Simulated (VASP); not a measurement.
# PbSe (Clausthalite) (Fm-3m) in VASP: further runs, part 2 of 2

VASP 6.6.1. The steps go on from the part before.

**4. Band structure, PBE, spin-orbit coupling, no magnetisation**

Input file INCAR:

```
SYSTEM = PbSe
  PREC = Accurate
  ENCUT = 520
  EDIFF = 1E-6
  ISMEAR = 0
  SIGMA = 0.02
  LREAL = .False.
  LASPH = .True.
  NELM = 80
  ALGO = Fast
  ISIF = 2
  LWAVE = .False.
  LCHARG = .False.
  MAGMOM = 0 0 0 0 0 0
  LORBIT = 11
  LSORBIT = .True.
  GGA_COMPAT = .False.
  GGA = PE
  KPAR = 2
```

Input file KPOINTS:

```
regular mesh
0
Gamma
  6 6 6
  0 0 0
```

Input file POSCAR:

```
PbSe
1.0
    0.0000000000      3.0606500000      3.0606500000
    3.0606500000      0.0000000000      3.0606500000
    3.0606500000      3.0606500000      0.0000000000
Pb Se
1 1
Direct
    0.0000000000      0.0000000000      0.0000000000
    0.5000000000      0.5000000000      0.5000000000
```

Input file KPOINTS_OPT:

```
path GXWKGLUWLK,UX
20
line-mode
reciprocal
 0.0000000000  0.0000000000  0.0000000000  G
 0.5000000000  0.0000000000  0.5000000000  X

 0.5000000000  0.0000000000  0.5000000000  X
 0.5000000000  0.2500000000  0.7500000000  W

 0.5000000000  0.2500000000  0.7500000000  W
 0.3750000000  0.3750000000  0.7500000000  K

 0.3750000000  0.3750000000  0.7500000000  K
 0.0000000000  0.0000000000  0.0000000000  G

 0.0000000000  0.0000000000  0.0000000000  G
 0.5000000000  0.5000000000  0.5000000000  L

 0.5000000000  0.5000000000  0.5000000000  L
 0.6250000000  0.2500000000  0.6250000000  U

 0.6250000000  0.2500000000  0.6250000000  U
 0.5000000000  0.2500000000  0.7500000000  W

 0.5000000000  0.2500000000  0.7500000000  W
 0.5000000000  0.5000000000  0.5000000000  L

 0.5000000000  0.5000000000  0.5000000000  L
 0.3750000000  0.3750000000  0.7500000000  K

 0.6250000000  0.2500000000  0.6250000000  U
 0.5000000000  0.0000000000  0.5000000000  X
```

Potentials or basis: VASP PAW PBE potentials, release 64 (Pb_d, Se).

Launch:

```sh
$ cat potpaw_PBE.64/Pb_d/POTCAR potpaw_PBE.64/Se/POTCAR > POTCAR
$ mpirun -np 2 vasp_ncl > vasp.out
```

OUTCAR:

```text
SYSTEM = PbSe
   PREC = Accurate
   ENCUT = 520
   EDIFF = 1E-6
   ISMEAR = 0
   LREAL = .False.
   LASPH = .True.
   NELM = 80
   ISIF = 2
   LORBIT = 11
   LSORBIT = .True.
   GGA = PE

 ion  position               nearest neighbor table
   1  0.000  0.000  0.000-   2 3.06   2 3.06   2 3.06   2 3.06   2 3.06   2 3.06
   2  0.500  0.500  0.500-   1 3.06   1 3.06   1 3.06   1 3.06   1 3.06   1 3.06

  LATTYP: Found a face centered cubic cell.
 ALAT       =     6.1213000000

  Lattice vectors:

 A1 = (   0.0000000000,   3.0606500000,   3.0606500000)
 A2 = (   3.0606500000,   0.0000000000,   3.0606500000)
 A3 = (   3.0606500000,   3.0606500000,   0.0000000000)

Analysis of symmetry for initial positions (statically):
=====================================================================
 Subroutine PRICEL returns:
 Original cell was already a primitive cell.

 Routine SETGRP: Setting up the symmetry group for a
 face centered cubic supercell.

 Subroutine GETGRP returns: Found 48 space group operations
 (whereof 48 operations were pure point group operations)
 out of a pool of 48 trial point group operations.

The static configuration has the point symmetry O_h .

Analysis of symmetry for dynamics (positions and initial velocities):
=====================================================================
 Subroutine PRICEL returns:
 Original cell was already a primitive cell.

 Routine SETGRP: Setting up the symmetry group for a
 face centered cubic supercell.

 Subroutine GETGRP returns: Found 48 space group operations
 (whereof 48 operations were pure point group operations)
 out of a pool of 48 trial point group operations.

The dynamic configuration has the point symmetry O_h .
[... 682 lines left out ...]
 -----------------------------------------------------------------------------------
      0.00000      0.00000      0.00000        -0.000000     -0.000000      0.000000
      3.06065      3.06065      3.06065         0.000000      0.000000     -0.000000
 -----------------------------------------------------------------------------------
    total drift:                                0.000000     -0.000000     -0.000000

  FREE ENERGIE OF THE ION-ELECTRON SYSTEM (eV)
  ---------------------------------------------------
  free  energy   TOTEN  =        -8.6045708442 eV

  energy  without entropy=       -8.6045681807  energy(sigma->0) =       -8.60456951

 Spin-Orbit-Coupling matrix elements

 Ion:    1  E_soc:     -0.8601965
 l=   1
     0.0000000    -0.0763564    -0.0763564
    -0.0763564     0.0000000    -0.0763564
    -0.0763564    -0.0763564     0.0000000
 l=   2
     0.0000000    -0.0134572     0.0000000    -0.0134572    -0.0535525
    -0.0134572     0.0000000    -0.0401644    -0.0134572    -0.0133881
     0.0000000    -0.0401644     0.0000000    -0.0401644     0.0000000
    -0.0134572    -0.0134572    -0.0401644     0.0000000    -0.0133881
    -0.0535525    -0.0133881     0.0000000    -0.0133881     0.0000000
 l=   3
     0.0000000     0.0000000     0.0000000     0.0000000     0.0000000     0.0000000     0.0000000
     0.0000000     0.0000000     0.0000000     0.0000000     0.0000000     0.0000000     0.0000000
     0.0000000     0.0000000     0.0000000     0.0000000     0.0000000     0.0000000     0.0000000
     0.0000000     0.0000000     0.0000000     0.0000000     0.0000000     0.0000000     0.0000000
     0.0000000     0.0000000     0.0000000     0.0000000     0.0000000     0.0000000     0.0000000
     0.0000000     0.0000000     0.0000000     0.0000000     0.0000000     0.0000000     0.0000000
     0.0000000     0.0000000     0.0000000     0.0000000     0.0000000     0.0000000     0.0000000

 Ion:    2  E_soc:     -0.0479164
 l=   1
     0.0000000    -0.0080051    -0.0080051
    -0.0080051     0.0000000    -0.0080051
    -0.0080051    -0.0080051     0.0000000
 l=   2
     0.0000000    -0.0000028     0.0000000    -0.0000028     0.0000219
    -0.0000028     0.0000000     0.0000164    -0.0000028     0.0000055
     0.0000000     0.0000164     0.0000000     0.0000164     0.0000000
    -0.0000028    -0.0000028     0.0000164     0.0000000     0.0000055
     0.0000219     0.0000055     0.0000000     0.0000055     0.0000000
 l=   3
     0.0000000     0.0000000     0.0000000     0.0000000     0.0000000     0.0000000     0.0000000
     0.0000000     0.0000000     0.0000000     0.0000000     0.0000000     0.0000000     0.0000000
     0.0000000     0.0000000     0.0000000     0.0000000     0.0000000     0.0000000     0.0000000
     0.0000000     0.0000000     0.0000000     0.0000000     0.0000000     0.0000000     0.0000000
     0.0000000     0.0000000     0.0000000     0.0000000     0.0000000     0.0000000     0.0000000
     0.0000000     0.0000000     0.0000000     0.0000000     0.0000000     0.0000000     0.0000000
     0.0000000     0.0000000     0.0000000     0.0000000     0.0000000     0.0000000     0.0000000

 total charge

# of ion       s       p       d       tot
------------------------------------------
    1        1.459   0.568   9.841  11.868
    2        1.474   2.313   0.018   3.805
--------------------------------------------------
tot          2.933   2.881   9.860  15.674

 magnetization (x)

# of ion       s       p       d       tot
------------------------------------------
    1        0.000   0.000   0.000   0.000
    2        0.000   0.000  -0.000  -0.000
--------------------------------------------------
tot          0.000   0.000  -0.000   0.000

 magnetization (y)

# of ion       s       p       d       tot
------------------------------------------
    1        0.000   0.000   0.000   0.000
    2        0.000   0.000  -0.000  -0.000
--------------------------------------------------
tot          0.000   0.000  -0.000   0.000

 magnetization (z)

# of ion       s       p       d       tot
------------------------------------------
    1       -0.000   0.000   0.000  -0.000
    2        0.000   0.000   0.000   0.000
--------------------------------------------------
tot         -0.000   0.000   0.000  -0.000
```

Run time: 2.1 min. Hardware: 2 MPI ranks of AMD EPYC 9R45 (Zen 5), shared host; peak memory 0.3 GiB.

What came out:

```yaml
Free_energy: -8.6046 eV
Pressure: 1.9 GPa
Valence_electrons_inside_the_program's_atomic_spheres: Pb 11.87; Se 3.81
```

**5. Band structure, LDA, spin-orbit coupling, no magnetisation**

Edit INCAR of step 4 so:

```diff
@@ -17,3 +17,2 @@
   GGA_COMPAT = .False.
-  GGA = PE
   KPAR = 2
```

KPOINTS is that of step 4.

POSCAR is that of step 4.

KPOINTS_OPT is that of step 4.

Potentials or basis: VASP PAW LDA potentials, release 64 (Pb_d, Se).

Launch:

```sh
$ cat potpaw_LDA.64/Pb_d/POTCAR potpaw_LDA.64/Se/POTCAR > POTCAR
$ mpirun -np 2 vasp_ncl > vasp.out
```

Run time: 2.1 min. Hardware: 2 MPI ranks of AMD EPYC 9R45 (Zen 5), shared host; peak memory 0.27 GiB.

Results (log left out):

| Quantity | Value |
| --- | --- |
| Free energy | -9.8935 eV |
| Pressure | -2.6 GPa |
| Valence electrons inside the program's atomic spheres | Pb 11.88; Se 3.79 |

**6. Band structure, r2SCAN, spin-orbit coupling, no magnetisation**

Edit INCAR of step 5 so:

```diff
@@ -9,3 +9,3 @@
   NELM = 80
-  ALGO = Fast
+  ALGO = Normal
   ISIF = 2
@@ -13,2 +13,3 @@
   LCHARG = .False.
+  LNONCOLLINEAR = .True.
   MAGMOM = 0 0 0 0 0 0
@@ -17,2 +18,4 @@
   GGA_COMPAT = .False.
+  METAGGA = R2SCAN
+  LMIXTAU = .True.
   KPAR = 2
```

KPOINTS is that of step 5.

POSCAR is that of step 5.

KPOINTS_OPT is that of step 5.

Potentials or basis: VASP PAW PBE potentials, release 64 (Pb_d, Se).

Launch:

```sh
$ cat potpaw_PBE.64/Pb_d/POTCAR potpaw_PBE.64/Se/POTCAR > POTCAR
$ mpirun -np 2 vasp_ncl > vasp.out
```

It took 11 min on 2 MPI ranks of AMD EPYC 9R45 (Zen 5), shared host; peak memory 0.37 GiB.

The run converged. Its results:

- Free energy: -72.3287 eV
- Pressure: 1.3 GPa
- Valence electrons inside the program's atomic spheres: Pb 11.84; Se 3.86

Caveat: the PAW data sets were made with another functional, which shifts forces and pressure a little.

**7. For comparison**

An earlier run on the cell as given: functional PBEsol; potentials or basis VASP PAW PBE potentials, release 64 (Pb_d, Se); cutoff 520 eV; k mesh 8 × 8 × 8; occupations fermi-dirac, width 0.05 eV; no spin polarisation.

- Pressure: -0.5 GPa
- Band gap on the k mesh: 0.20 eV, direct

**8. Overview**

| task | level | potentials or basis | spin | k mesh | cutoff (eV) | smearing | ladder | gap on the mesh (eV) | pressure (GPa) |
| --- | --- | --- | --- | --- | --- | --- | --- | --- | --- |
| band structure | PBE | VASP PAW PBE potentials, release 54 (Pb, Se) | off | 8 × 8 × 8 | 500 | fermi-dirac 0.05 eV | - | 0.29 | 2.2 |
| Born charges and dielectric tensor | PBEsol | VASP PAW PBE potentials, release 64 (Pb_d, Se) | off | 8 × 8 × 8 | 520 | fermi-dirac 0.05 eV | - | 0.20 | - |
| band structure | PBE | VASP PAW PBE potentials, release 64 (Pb_d, Se) | SOC, no magnetisation | 6 × 6 × 6 | 520 | gaussian 0.02 eV | free | - | 1.9 |
| band structure | LDA | VASP PAW LDA potentials, release 64 (Pb_d, Se) | SOC, no magnetisation | 6 × 6 × 6 | 520 | gaussian 0.02 eV | free | - | -2.6 |
| band structure | r2SCAN | VASP PAW PBE potentials, release 64 (Pb_d, Se) | SOC, no magnetisation | 6 × 6 × 6 | 520 | gaussian 0.02 eV | free | - | 1.3 |
| single point | PBEsol | VASP PAW PBE potentials, release 64 (Pb_d, Se) | off | 8 × 8 × 8 | 520 | fermi-dirac 0.05 eV | free | 0.20 | -0.5 |

Alike in all rows: cell as given.

Caveats: spin-orbit coupling is left out, which as a rule narrows the gap of such compounds by several tenths of an eV (some runs); the PAW data sets were made with another functional, which shifts forces and pressure a little (some runs); the gap is small at this level, which inflates the dielectric constant (some runs).

Absolute energies hang on the potentials; compare differences alone.

**9. How close it comes**

Step 2. A measured gap of PbSe is 0.15 eV (direct; 4.2 K; a printed reference work, monograph); the calculated 0.29 eV misses it by +0.14 eV. 2 values of this kind are on record (0.15 to 0.28 eV); this one was drawn at random. Spin-orbit coupling on Pb, Se is left out. The value is that of PBE, without temperature or zero-point motion.

Step 3. Against the measured gap of PbSe, 0.15 eV (direct; 4.2 K; a printed reference work, monograph), the calculated 0.20 eV is off by +0.05 eV. 2 values of this kind are on record (0.15 to 0.28 eV); this one was drawn at random. Spin-orbit coupling on Pb, Se is left out. The value is that of PBEsol on a finite k mesh, which can miss the band edges, without temperature or zero-point motion.
